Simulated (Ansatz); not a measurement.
MoS2 (started from an entry of an open crystallographic database), relaxed with r2SCAN+rVV10. Space group R3m (No. 160), trigonal; a = 3.175 Å, c = 18.582 Å in the conventional setting, 18.03 Å³ an atom. Mo has 6 S at 2.40 Å; S has 3 Mo at 2.40 Å.

```cif
data_structure
_symmetry_space_group_name_H-M 'P 1'
_symmetry_Int_Tables_number 1
_cell_length_a 6.4595
_cell_length_b 6.4595
_cell_length_c 6.4595
_cell_angle_alpha 28.455
_cell_angle_beta 28.455
_cell_angle_gamma 28.455
_cell_volume 54.08
loop_
_atom_site_label
_atom_site_type_symbol
_atom_site_fract_x
_atom_site_fract_y
_atom_site_fract_z
_atom_site_occupancy
Mo1 Mo 0.00010 0.00010 0.00010 1
S1 S 0.24979 0.24979 0.24979 1
S2 S 0.41711 0.41711 0.41711 1
```

4 runs of the PAW code Ansatz on this cell differ in the functional (and in the settings that go with it). Levels are in eV from each run's valence top; v1 is the last filled band, c1 the first empty one.

Run A, mean stress -2.5 GPa (compression positive):
```
point     v4     v3     v2     v1    c1    c2
    Γ  -2.49  -2.49  -1.52  -1.27  3.43  3.43
    T  -3.86  -2.46  -2.46   0.00  3.54  3.54
   H₂  -4.96  -4.23  -3.23  -0.75  2.12  3.76
    L  -4.46  -2.71  -1.87  -1.64  2.91  3.39
   S₀  -4.96  -4.14  -3.29  -0.73  2.09  3.77
    F  -4.38  -3.32  -2.06  -1.47  2.86  3.52
```

Run B, mean stress -2.4 GPa (compression positive):
```
point     v4     v3     v2     v1    c1    c2
    Γ  -2.46  -2.46  -1.49  -1.23  2.74  2.74
    T  -3.80  -2.43  -2.43   0.00  2.84  2.84
   H₂  -4.89  -4.16  -3.18  -0.74  1.47  3.07
    L  -4.40  -2.66  -1.84  -1.61  2.22  2.68
   S₀  -4.89  -4.08  -3.23  -0.72  1.44  3.07
    F  -4.32  -3.26  -2.03  -1.44  2.17  2.81
```

Run C, mean stress +1.2 GPa (compression positive):
```
point     v4     v3     v2     v1    c1    c2
    Γ  -2.40  -2.40  -1.36  -1.16  2.16  2.16
    T  -3.55  -2.37  -2.37   0.00  2.26  2.26
   H₂  -4.52  -3.89  -2.95  -0.78  1.07  2.46
    L  -4.16  -2.47  -1.76  -1.49  1.68  2.11
   S₀  -4.52  -3.82  -3.00  -0.76  1.04  2.46
    F  -4.08  -3.03  -1.94  -1.32  1.64  2.23
```

Run D, mean stress -5.2 GPa (compression positive):
```
point     v4     v3     v2     v1    c1    c2
    Γ  -2.26  -2.26  -1.23  -1.18  2.00  2.00
    T  -3.38  -2.23  -2.23   0.00  2.09  2.09
   H₂  -4.30  -3.72  -2.76  -0.77  0.97  2.22
    L  -3.96  -2.30  -1.60  -1.46  1.55  1.96
   S₀  -4.30  -3.65  -2.81  -0.75  0.94  2.22
    F  -3.88  -2.87  -1.78  -1.29  1.51  2.08
```

Problem. Match the runs to LDA, r2SCAN, HSE06, PBE0.

Solution. A is PBE0, B is HSE06, C is r2SCAN, D is LDA. In order of the gap: LDA 0.86, r2SCAN 1.03, HSE06 1.43, PBE0 2.08 eV.

Calculated for a static, non-magnetic cell.

The runs are scalar-relativistic, without spin-orbit coupling.

The program warns that its thresholds are loose for a hybrid's stress.
